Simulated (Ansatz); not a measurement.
Geometry optimisation in Ansatz: input, command and trajectory.

```yaml
crystal:
  lattice:
    - [-4.6669922384, 4.6669922384, 2.7026319279]
    - [4.6669922384, -4.6669922384, 2.7026319279]
    - [4.6669922384, 4.6669922384, -2.7026319279]
  atoms:
    - { symbol: Si, position: [0.1762640755, 0.1762640755, 0.352528151] }
    - { symbol: Si, position: [0.8237359245, 0.1762640755, 0.0] }
    - { symbol: Si, position: [0.1762640755, 0.8237359245, 0.0] }
    - { symbol: Si, position: [0.8237359245, 0.8237359245, 0.647471849] }
    - { symbol: O, position: [0.5, 0.5, 0.5] }
    - { symbol: O, position: [0.0, 0.5, 0.0] }
    - { symbol: O, position: [0.5, 0.0, 0.0] }
    - { symbol: O, position: [0.0, 0.0, 0.5] }
    - { symbol: O, position: [0.0, 0.2054926287, 0.2054926287] }
    - { symbol: O, position: [0.7945073713, 0.0, 0.7945073713] }
    - { symbol: O, position: [0.2054926287, 0.0, 0.2054926287] }
    - { symbol: O, position: [0.0, 0.7945073713, 0.7945073713] }
basis:
  ecutwfc: 420
kpoints:
  mp_grid: { grid: [6, 6, 6] }
hamiltonian:
  xc: pbe
scf:
  occupations: { method: gaussian, width: 0.02 }
output:
  forces: true
  stress: true
  eigenvalues: true
relax:
  adjacent_minimum: "off"
  f_tol: 0.01
  max_steps: 30
  cell: { stress_tol: 0.1, fix: [volume] }
```

```bash
ansatz run input.yaml --threads 2 --pin off --max-ram 5120MiB --backend cpu --events-out ev --progress --plain --runs-dir out
```

Level of theory: DFT PBE, scalar-relativistic, plane waves, PAW (Ansatz).

The volume is held at 1.1 times that of the relaxed cell.

Of 4 frames 3 are shown, positions in Å and forces in eV/Å; the SCF threshold varies from step to step. Steps run on the plane waves of an earlier cell, with a Pulay correction in the pressure. The basis is chosen afresh for the last frame, the zero of the energies, and at times for earlier ones too; energy and pressure can step there, also at an unchanged geometry. Where two frames share a geometry here, they differ by under 2 meV/atom and 0.3 GPa.

```xyz
12
Lattice="-4.6670 4.6670 2.7026 4.6670 -4.6670 2.7026 4.6670 4.6670 -2.7026" Properties=species:S:1:pos:R:3:forces:R:3 pbc="T T T" step=1 free_energy_over_end_meV_per_atom=0.56 pressure_GPa=-10.51
Si    1.6452    1.6452    0.0000   -0.0202   -0.0202    0.0000
Si   -3.0217    3.0217    2.7026   -0.0202    0.0202    0.0000
Si    3.0217   -3.0217    2.7026    0.0202   -0.0202    0.0000
Si    3.0217    3.0217    2.7026    0.0202    0.0202    0.0000
O     2.3335    2.3335    1.3513    0.0000    0.0000    0.0000
O     2.3335   -2.3335    1.3513    0.0000    0.0000    0.0000
O    -2.3335    2.3335    1.3513    0.0000    0.0000    0.0000
O     2.3335    2.3335   -1.3513    0.0000    0.0000    0.0000
O     1.9181    0.0000    0.0000   -0.1594    0.0000    0.0000
O     0.0000    7.4159    0.0000    0.0000    0.1594    0.0000
O     0.0000    1.9181    0.0000    0.0000   -0.1594    0.0000
O     7.4159    0.0000    0.0000    0.1594    0.0000    0.0000
12
Lattice="-4.6710 4.6710 2.6980 4.6710 -4.6710 2.6980 4.6710 4.6710 -2.6980" Properties=species:S:1:pos:R:3:forces:R:3 pbc="T T T" step=2 free_energy_over_end_meV_per_atom=0.27 pressure_GPa=-10.44
Si    1.6450    1.6450    0.0000    0.0006    0.0006    0.0000
Si   -3.0260    3.0260    2.6980    0.0006   -0.0006    0.0000
Si    3.0260   -3.0260    2.6980   -0.0006    0.0006    0.0000
Si    3.0260    3.0260    2.6980   -0.0006   -0.0006    0.0000
O     2.3355    2.3355    1.3490    0.0000    0.0000    0.0000
O     2.3355   -2.3355    1.3490    0.0000    0.0000    0.0000
O    -2.3355    2.3355    1.3490    0.0000    0.0000    0.0000
O     2.3355    2.3355   -1.3490    0.0000    0.0000    0.0000
O     1.9140    0.0000    0.0000   -0.1205    0.0000    0.0000
O     0.0000    7.4281    0.0000    0.0000    0.1205    0.0000
O     0.0000    1.9140    0.0000    0.0000   -0.1205    0.0000
O     7.4281    0.0000    0.0000    0.1205    0.0000    0.0000
12
Lattice="-4.6742 4.6742 2.6943 4.6742 -4.6742 2.6943 4.6742 4.6742 -2.6943" Properties=species:S:1:pos:R:3:forces:R:3 pbc="T T T" step=4 free_energy_over_end_meV_per_atom=0.00 pressure_GPa=-10.27
Si    1.6446    1.6446    0.0000    0.0044    0.0044    0.0000
Si   -3.0296    3.0296    2.6943    0.0044   -0.0044    0.0000
Si    3.0296   -3.0296    2.6943   -0.0044    0.0044    0.0000
Si    3.0296    3.0296    2.6943   -0.0044   -0.0044    0.0000
O     2.3371    2.3371    1.3471    0.0000    0.0000    0.0000
O     2.3371   -2.3371    1.3471    0.0000    0.0000    0.0000
O    -2.3371    2.3371    1.3471    0.0000    0.0000    0.0000
O     2.3371    2.3371   -1.3471    0.0000    0.0000    0.0000
O     1.9011    0.0000    0.0000    0.0091    0.0000    0.0000
O     0.0000    7.4474    0.0000    0.0000   -0.0091    0.0000
O     0.0000    1.9011    0.0000    0.0000    0.0091    0.0000
O     7.4474    0.0000    0.0000   -0.0091    0.0000    0.0000
```

It took 37 s on 2 threads of Intel(R) Xeon(R) CPU @ 2.60GHz (Ice Lake), on a shared host, peak memory 0.69 GiB.